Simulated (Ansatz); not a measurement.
# ZnS (F-43m) in Ansatz: further runs

The runs below take ZnS through single point, equation of state, with BPBE.

All numbers are computed with Ansatz 0.2.0; they aren't measurements. Logs are shortened: lines on timing, memory, paths and dates and some standing lists are left out, and cuts for length are marked.

**Measured values to compare with.**

From “Electronic, vibrational, and thermodynamic properties of ZnS (zincblende and rocksalt structure)”, 2009, arxiv:0911.5022, for a bulk crystal of ZnS: bulk modulus 76.9 GPa.

The runs below are set against these values where they give the same quantity.

## (1) Starting point

The structure is cubic, space group F-43m (No. 216). The conventional cell has a = 5.404 Å, b = 5.404 Å, c = 5.404 Å, α = 90.00°, β = 90.00°, γ = 90.00°. Zn (site symmetry -43m) has 4 S at 2.34 Å as nearest neighbours. S (site symmetry -43m) is surrounded by 4 Zn at 2.34 Å.

## (2) Single point, BPBE, 18.54 Å³/atom (volume scaled by 0.94)

Input file input.yaml:

```yaml
crystal:
  lattice:
    - [0.0, 2.6468416657, 2.6468416657]
    - [2.6468416657, 0.0, 2.6468416657]
    - [2.6468416657, 2.6468416657, 0.0]
  atoms:
    - { symbol: Zn, position: [0.75, 0.75, 0.75] }
    - { symbol: S, position: [0.0, 0.0, 0.0] }
hamiltonian:
  xc: { exchange: b88, correlation: pbe }
  pseudopotentials: { kind: paw }
kpoints:
  mp_grid: { grid: [9, 9, 9] }
scf:
  occupations: { method: fermi_dirac, width: 0.05 }
output:
  forces: true
  stress: true
  eigenvalues: true
```

Potentials or basis: Ansatz PAW.

The run is started by

```console
ansatz run input.yaml --threads 2 --pin off --max-ram 5120MiB --backend cpu --events-out ev --progress --plain --runs-dir out
```

Standard output:

```text
Warning: RAYON_NUM_THREADS=2 ignored (pool sized by the plan → 2); use --threads N
Engine: ansatz 0.2.0, x86_64-unknown-linux-gnu
Pseudopotentials: kind: paw
Pseudopotential: Zn, paw, valence charge 12, recommended cutoff 420 eV (normal), Zn.paw.azcp
Pseudopotential: S, paw, valence charge 6, recommended cutoff 420 eV (normal), S.paw.azcp
Functional definition: unnamed
  exchange = b88_x
  correlation = pbe_c
Crystal: 2 atoms, lattice volume = 37.086 Å³
Basis set: ecut = 420 eV, 725 PW (Γ), exchange–correlation on 54×54×54 points (8 copies of the dense FFT grid, shifted against one another)
Bands: 13, of which v1, the nominal top of the filled ones, is band 9 counted from 1 (8 counted from 0)
Symmetry: 24 space group operations
Space group: F-43m (ITA 216), of the structure as read, at distance tolerance 3.3e-5 Å
k-points: 35 of 729 (time reversal used)
Non-local potential: Zn, projectors of the file, l = 0: 2, l = 1: 2, l = 2: 3, l = 3: 1
Non-local potential: S, projectors of the file, l = 0: 2, l = 1: 2, l = 2: 2
PAW form: soft (Blöchl's): semilocal exchange-correlation on the pseudo side does not see the compensation charge
PAW frozen core: Zn, regenerated for the run's functional, and the local potential with it (the file was generated under x = pbe(κ = 0.804, μ = 0.2195149727645171), c = pbe(β = 0.06672455060314922))
PAW frozen core: S, regenerated for the run's functional, and the local potential with it (the file was generated under x = pbe(κ = 0.804, μ = 0.2195149727645171), c = pbe(β = 0.06672455060314922))
PAW one-centre angular grid: Zn, 590 points (default); XC on 64 Gauss nodes
PAW one-centre angular grid: S, 110 points (default); XC on 64 Gauss nodes
Initial density: superposition of atomic densities (neutral atoms: chi_scale 0, normalization atom), corrected by the library's trained network
Initial wavefunctions: pseudopotential atomic-orbital guess
Functional: x = b88, c = pbe(β = 0.06672455060314922)
SCF iter   1: F=—  HF=-4235.268477 eV  |F-HF|=—  |Δ(HF+E_count)|=         —  Δρ=1.74e-3  dr2=7.38e-4  ethr=1.77e-3  ⟨swp⟩=5.5  Hψ=2722  notcnv=0
preconditioner: auto → none  [insulator: Δε(μ)=2.377 eV  Ē_g=12.549 eV  σ=0.050 eV  W_gap=1.00  n_scr=14 (ndim 8)  ℏωp=25.9 eV  f_vac=0.017  D(μ)=0.00/eV (n_scr^D=0)  ε∞_Penn≈5.2]
SCF iter   2: F=—  HF=-4235.268748 eV  |F-HF|=—  |Δ(HF+E_count)|=   2.71e-4  Δρ=1.63e-3  dr2=4.82e-4  ethr=4.10e-6  ⟨swp⟩=2.0  Hψ=1087  notcnv=0
SCF iter   3: F=—  HF=-4235.268567 eV  |F-HF|=—  |Δ(HF+E_count)|=   1.82e-4  Δρ=3.91e-4  dr2=2.85e-5  ethr=2.68e-6  ⟨swp⟩=2.1  Hψ=672  notcnv=0
SCF iter   4: F=—  HF=-4235.268676 eV  |F-HF|=—  |Δ(HF+E_count)|=   1.10e-4  Δρ=2.64e-4  dr2=3.20e-5  ethr=1.58e-7  ⟨swp⟩=2.0  Hψ=770  notcnv=0
SCF iter   5: F=—  HF=-4235.268666 eV  |F-HF|=—  |Δ(HF+E_count)|=   1.02e-5  Δρ=9.65e-5  dr2=2.74e-6  ethr=1.58e-7  ⟨swp⟩=2.0  Hψ=546  notcnv=0
SCF iter   6: F=—  HF=-4235.268665 eV  |F-HF|=—  |Δ(HF+E_count)|=   8.06e-7  Δρ=2.40e-5  dr2=1.41e-7  ethr=1.52e-8  ⟨swp⟩=2.3  Hψ=771  notcnv=0
SCF iter   7: F=-4235.268665 eV  HF=-4235.268665 eV  |F-HF|=5.80e-9  |Δ(HF+E_count)|=   1.54e-8  Δρ=6.11e-6  dr2=1.04e-8  ethr=5.56e-10  ⟨swp⟩=4.0  Hψ=1540  notcnv=0
SCF 1 converged in 7 iterations: F = -4235.268665 eV  dr2 = 1.04e-8
SCF converged after 7 iterations
Free energy (F): -4235.268665 eV
Harris-Foulkes:  -4235.268665 eV  (|F-HF|=5.80e-9)
Internal energy: -4235.268665 eV  (E = F + TS)
E sigma→0 (E₀):  -4235.268665 eV
Fermi energy:    7.800568 eV
--- Per-component energies (eV) ---
  E_band       = 15.038055
  E_kinetic    = 240.167542
  E_local      = -2001.031942  (includes V_loc(G=0)·N_el)
  E_nonlocal   = 642.608519
  E_hartree    = 838.319889
  E_xc         = -236.280318
  E_vxc        = -141.335470  (∫ρ·V_xc dr)
  E_paw        = -2439.455737  (= ΣΔE_a)
  E_vpaw       = -402.008564  (= ΣTr[D̂ρ^β])
  E_aug_tail   = -0.000370  (compensation charges beyond the density's cutoff)
  E_ewald      = -1279.498844
  E_core_change = -0.097406  (= ΣΔE_core)
  E_smearing   = -0.000000  (= −TS)
  E_closure    = 0.000000  (closes the sum)
  Σ components = -4235.268665   (vs F -4235.268665, Δ=0.00e0)
--- Forces (eV/Å), atoms counted from 1 ---
  atom   1  Zn     0.00000000     0.00000000    -0.00000000
  atom   2  S     -0.00000000    -0.00000000     0.00000000
  max |Σ_I F_I| component: 1.85e-17 eV/Å
--- Stress (GPa, compression-positive) ---
        6.923039      -0.000000      -0.000000
        0.000000       6.923039       0.000000
       -0.000000       0.000000       6.923039
  P = ⅓ Tr σ = 6.9230 GPa (69.230 kbar)
--- Band table (eV; the first three rows and the last of 35) ---
  k-point 0: bands = ["-7.0140", "-0.0461", "-0.0461", "-0.0461", "0.5278", "0.5278", "6.5756", "6.5756", "6.5756", "8.9501", "12.8942", "12.8942", "12.8942"]
  k-point 1: bands = ["-6.9108", "-0.0499", "-0.0270", "-0.0270", "0.5260", "0.5260", "5.6119", "6.4432", "6.4432", "9.6468", "12.8374", "13.1165", "13.1165"]
  k-point 2: bands = ["-6.6308", "-0.0315", "0.0179", "0.0179", "0.5271", "0.5271", "3.9978", "6.1382", "6.1382", "10.2033", "13.3617", "13.5007", "13.5007"]
  k-point 34: bands = ["-5.6360", "0.0802", "0.2514", "0.4305", "0.5087", "0.9228", "1.7345", "3.3935", "3.9632", "12.1294", "12.7074", "14.0921", "15.6618"]
```

Wall time 1.1 s (2 threads of Intel Xeon Platinum 8488C (Sapphire Rapids), shared host); peak memory 0.36 GiB.

Results:

```yaml
Free_energy: -4235.2687 eV
Pressure: 6.9 GPa
Band_gap_on_the_k_mesh: 2.37 eV, direct
```

Caveat: odd divisions of the mesh miss points on the zone boundary, where band edges often lie, so the gap on the mesh can be too wide; the PAW data sets come from PBE, with cores solved anew for the run's functional, which leaves a small shift of forces and pressure.

## (3) Single point, BPBE, 18.94 Å³/atom (volume scaled by 0.96)

input.yaml, as its differences from that of step 2:

```diff
@@ -2,5 +2,5 @@
   lattice:
-    - [0.0, 2.6468416657, 2.6468416657]
-    - [2.6468416657, 0.0, 2.6468416657]
-    - [2.6468416657, 2.6468416657, 0.0]
+    - [0.0, 2.6654820099, 2.6654820099]
+    - [2.6654820099, 0.0, 2.6654820099]
+    - [2.6654820099, 2.6654820099, 0.0]
   atoms:
```

Potentials or basis: Ansatz PAW.

The run is started by

```console
ansatz run input.yaml --threads 2 --pin off --max-ram 5120MiB --backend cpu --events-out ev --progress --plain --runs-dir out
```

Run time: 0.94 s. Hardware: 2 threads of Intel Xeon Platinum 8488C (Sapphire Rapids), shared host; peak memory 0.36 GiB.

Results (log left out):

```yaml
Free_energy: -4235.2978 eV
Pressure: 4.9 GPa
Band_gap_on_the_k_mesh: 2.28 eV, direct
```

Caveat: odd divisions of the mesh miss points on the zone boundary, where band edges often lie, so the gap on the mesh can be too wide; the PAW data sets come from PBE, with cores solved anew for the run's functional, which leaves a small shift of forces and pressure.

## (4) Single point, BPBE, 19.33 Å³/atom (volume scaled by 0.98)

input.yaml, as its differences from that of step 3:

```diff
@@ -2,5 +2,5 @@
   lattice:
-    - [0.0, 2.6654820099, 2.6654820099]
-    - [2.6654820099, 0.0, 2.6654820099]
-    - [2.6654820099, 2.6654820099, 0.0]
+    - [0.0, 2.6838652254, 2.6838652254]
+    - [2.6838652254, 0.0, 2.6838652254]
+    - [2.6838652254, 2.6838652254, 0.0]
   atoms:
@@ -19 +19,5 @@
   eigenvalues: true
+  write_density: true
+  write_potential: true
+  elf: true
+  volumetric_format: npy
```

The run is started by

```console
ansatz run input.yaml --threads 2 --pin off --max-ram 5120MiB --backend cpu --events-out ev --progress --plain --runs-dir out
```

Wall time 1.2 s (2 threads of Intel Xeon Platinum 8488C (Sapphire Rapids), shared host); peak memory 0.37 GiB.

Results (log left out):

| Quantity | Value |
| --- | --- |
| Free energy | -4235.3176 eV |
| Pressure | 3.1 GPa |
| Band gap on the k mesh | 2.19 eV, direct |

Caveat: odd divisions of the mesh miss points on the zone boundary, where band edges often lie, so the gap on the mesh can be too wide; the PAW data sets come from PBE, with cores solved anew for the run's functional, which leaves a small shift of forces and pressure.

## (5) Single point, BPBE, 19.73 Å³/atom

Input file input.yaml:

```yaml
crystal:
  lattice:
    - [0.0, 2.702, 2.702]
    - [2.702, 0.0, 2.702]
    - [2.702, 2.702, 0.0]
  atoms:
    - { symbol: Zn, position: [0.75, 0.75, 0.75] }
    - { symbol: S, position: [0.0, 0.0, 0.0] }
hamiltonian:
  xc: { exchange: b88, correlation: pbe }
  pseudopotentials: { kind: paw }
kpoints:
  mp_grid: { grid: [9, 9, 9] }
scf:
  occupations: { method: fermi_dirac, width: 0.05 }
output:
  forces: true
  stress: true
  eigenvalues: true
```

The run is started by

```console
ansatz run input.yaml --threads 2 --pin off --max-ram 5120MiB --backend cpu --events-out ev --progress --plain --runs-dir out
```

Wall time 0.92 s (2 threads of Intel Xeon Platinum 8488C (Sapphire Rapids), shared host); peak memory 0.36 GiB.

Results (log left out):

* Free energy: -4235.3290 eV
* Pressure: 1.5 GPa
* Band gap on the k mesh: 2.11 eV, direct

Caveat: odd divisions of the mesh miss points on the zone boundary, where band edges often lie, so the gap on the mesh can be too wide; the PAW data sets come from PBE, with cores solved anew for the run's functional, which leaves a small shift of forces and pressure.

## (6) Single point, BPBE, 20.12 Å³/atom (volume scaled by 1.02)

input.yaml, as its differences from that of step 5:

```diff
@@ -2,5 +2,5 @@
   lattice:
-    - [0.0, 2.702, 2.702]
-    - [2.702, 0.0, 2.702]
-    - [2.702, 2.702, 0.0]
+    - [0.0, 2.7198945612, 2.7198945612]
+    - [2.7198945612, 0.0, 2.7198945612]
+    - [2.7198945612, 2.7198945612, 0.0]
   atoms:
```

Potentials or basis: Ansatz PAW.

The run is started by

```console
ansatz run input.yaml --threads 2 --pin off --max-ram 5120MiB --backend cpu --events-out ev --progress --plain --runs-dir out
```

Run time: 0.89 s. Hardware: 2 threads of Intel Xeon Platinum 8488C (Sapphire Rapids), shared host; peak memory 0.34 GiB.

It converged, with:

| Quantity | Value |
| --- | --- |
| Free energy | -4235.3329 eV |
| Pressure | 0.1 GPa |
| Band gap on the k mesh | 2.02 eV, direct |

Caveat: odd divisions of the mesh miss points on the zone boundary, where band edges often lie, so the gap on the mesh can be too wide; the PAW data sets come from PBE, with cores solved anew for the run's functional, which leaves a small shift of forces and pressure.

## (7) Single point, BPBE, 20.52 Å³/atom (volume scaled by 1.04)

input.yaml, as its differences from that of step 6:

```diff
@@ -2,5 +2,5 @@
   lattice:
-    - [0.0, 2.7198945612, 2.7198945612]
-    - [2.7198945612, 0.0, 2.7198945612]
-    - [2.7198945612, 2.7198945612, 0.0]
+    - [0.0, 2.7375567091, 2.7375567091]
+    - [2.7375567091, 0.0, 2.7375567091]
+    - [2.7375567091, 2.7375567091, 0.0]
   atoms:
```

The run is started by

```console
ansatz run input.yaml --threads 2 --pin off --max-ram 5120MiB --backend cpu --events-out ev --progress --plain --runs-dir out
```

Wall time 0.95 s (2 threads of Intel Xeon Platinum 8488C (Sapphire Rapids), shared host); peak memory 0.37 GiB.

Results (log left out):

- Free energy: -4235.3301 eV
- Pressure: -1.2 GPa
- Band gap on the k mesh: 1.94 eV, direct

Caveat: odd divisions of the mesh miss points on the zone boundary, where band edges often lie, so the gap on the mesh can be too wide; the PAW data sets come from PBE, with cores solved anew for the run's functional, which leaves a small shift of forces and pressure.

## (8) Single point, BPBE, 20.91 Å³/atom (volume scaled by 1.06)

input.yaml, as its differences from that of step 7:

```diff
@@ -2,5 +2,5 @@
   lattice:
-    - [0.0, 2.7375567091, 2.7375567091]
-    - [2.7375567091, 0.0, 2.7375567091]
-    - [2.7375567091, 2.7375567091, 0.0]
+    - [0.0, 2.7549938462, 2.7549938462]
+    - [2.7549938462, 0.0, 2.7549938462]
+    - [2.7549938462, 2.7549938462, 0.0]
   atoms:
@@ -19 +19,5 @@
   eigenvalues: true
+  write_density: true
+  write_potential: true
+  elf: true
+  volumetric_format: npy
```

The run is started by

```console
ansatz run input.yaml --threads 2 --pin off --max-ram 5120MiB --backend cpu --events-out ev --progress --plain --runs-dir out
```

It took 1.5 s on 2 threads of Intel Xeon Platinum 8488C (Sapphire Rapids), shared host; peak memory 0.39 GiB.

The run converged. Its results:

```
Free energy            : -4235.3212 eV
Pressure               : -2.4 GPa
Band gap on the k mesh : 1.86 eV, direct
```

Caveat: odd divisions of the mesh miss points on the zone boundary, where band edges often lie, so the gap on the mesh can be too wide; the PAW data sets come from PBE, with cores solved anew for the run's functional, which leaves a small shift of forces and pressure.

## (9) Equation of state, BPBE

Potentials or basis: Ansatz PAW.

No new run: the results of the series are fitted here.

Results:

```yaml
Equilibrium_volume: 20.15 Å³/atom
Bulk_modulus: 69 GPa
Pressure_derivative_of_the_bulk_modulus: 4.5
```

Energy against volume, from the lowest point:
| volume (Å³/atom) | energy (meV/atom) |
| --- | --- |
| 18.543 | 32.12 |
| 18.938 | 17.57 |
| 19.332 | 7.67 |
| 19.727 | 1.96 |
| 20.121 | 0.00 |
| 20.516 | 1.41 |
| 20.910 | 5.86 |

Caveat: the potentials were made for another functional, which shifts forces and pressure.

## (10) How close it comes

Step 9. A measured bulk modulus of ZnS is 76.9 GPa (quoted in “Electronic, vibrational, and thermodynamic properties of ZnS (zincblende and rocksalt structure)”, 2009, arxiv:0911.5022); the calculated 69 GPa misses it by -9.7 %. The fit is for a static lattice scaled at fixed shape and fixed fractional positions.
